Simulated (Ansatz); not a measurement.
AgBr, 2 atoms in the cell. The typed cell holds 2 atoms: a = 4.059 Å, b = 4.059 Å, c = 4.059 Å, α = 60.00°, β = 60.00°, γ = 60.00°.  The cell isn't the ideal one: atoms moved at random, drawn with an rms of 0.05 Å.

* Program: Ansatz 0.2.0
* Task: single point
* Functional: PBE
* Potentials or basis: Ansatz PAW
* Cutoff: 420 eV (not typed: the program's choice for these potentials)
* k mesh: 8 × 8 × 8
* Occupations: fermi-dirac, width 0.05 eV
* Spin: no spin polarisation

Potentials or basis: Ansatz PAW.

The run is started by

```bash
$ ansatz run input.yaml --threads 1 --pin off --max-ram 2560MiB --backend cpu --events-out ev --progress --plain --runs-dir out
```

Hardware: 1 thread of Arm Neoverse V1 (shared host).

Estimate the wall time of this run.

Run time: 17 s on 1 thread of Arm Neoverse V1, with other jobs on the host, peak memory 0.47 GiB. Counts: scf iterations 6, plane waves 941, k points 260, bands 17.
